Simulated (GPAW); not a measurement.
Wanted: an ASE script for a GPAW 26.7.0 run.

```
Task                : single point
Functional          : PBEsol0
Potentials or basis : GPAW PAW data sets (gpaw-data 1.2.1)
Cutoff              : 600 eV
Basis               : pw
k mesh              : 4 × 4 × 4
Occupations         : fermi-dirac, width 0.05 eV
Spin                : no spin polarisation
Ranks               : 4
Maxiter             : 60
```

The structure of NaCl lies in NaCl.cif:

```cif
data_NaCl
_cell_length_a 3.95140210
_cell_length_b 3.95140210
_cell_length_c 3.95140210
_cell_angle_alpha 60.00000000
_cell_angle_beta 60.00000000
_cell_angle_gamma 60.00000000
_space_group_name_H-M_alt 'P1'
_space_group_name_Hall 'P 1'
_space_group_IT_number 1
loop_
_space_group_symop_operation_xyz
'x,y,z'
loop_
_atom_site_label
_atom_site_type_symbol
_atom_site_symmetry_multiplicity
_atom_site_Wyckoff_symbol
_atom_site_fract_x
_atom_site_fract_y
_atom_site_fract_z
_atom_site_occupancy
Cl1 Cl 1 a 0.5000000000 0.5000000000 0.5000000000 1
Na1 Na 1 a 0.0000000000 0.0000000000 0.0000000000 1
```

The cell is a database's computed one.

These files were run (other wordings do the same):

run.py

```python
from ase.dft.bandgap import bandgap
from ase.io import read, write
from ase.parallel import parprint
from gpaw import GPAW, PW

atoms = read('NaCl.cif')

calc = GPAW(mode=PW(600),
            xc={'name': '0.75_GGA_X_PBE_SOL+1.0_GGA_C_PBE_SOL', 'fraction': 0.25, 'omega': 0.0, 'backend': 'pw'},
            kpts={'size': (4, 4, 4), 'gamma': True},
            occupations={'name': 'fermi-dirac', 'width': 0.05},
            nbands=12,
            convergence={'density': 1e-05, 'energy': 1e-05},
            maxiter=60,
            txt='gpaw.txt')
atoms.calc = calc
energy = atoms.get_potential_energy()
forces = atoms.get_forces()
calc.write('gs.gpw')
write('result.traj', atoms)
parprint(f'Energy: {energy:.6f} eV')
parprint('Forces (eV/A):')
parprint(forces.round(4))
parprint('Fermi level:', round(calc.get_fermi_level(), 4), 'eV')
parprint(f'Gap: {bandgap(calc)[0]:.4f} eV, direct: {bandgap(calc, direct=True)[0]:.4f} eV')
```

Potentials or basis: GPAW PAW data sets (gpaw-data 1.2.1), pw.

Run with:

```bash
$ OMP_NUM_THREADS=1 mpirun -n 4 gpaw python run.py
```

It gave:

| Item | Value |
| --- | --- |
| Band gap on the k mesh | 7.18 eV, direct |

Caveat: the k mesh is coarse (spacing up to 0.49 Å⁻¹), so the values aren't converged, least of all with exact exchange; exact exchange converges slowly with the k mesh, and this mesh is small; the PAW data sets were made with another functional, which shifts forces and pressure a little.

Wall time 7.4 min on 4 MPI ranks on Arm Neoverse V2 (shared host), peak memory 0.21 GiB a rank.
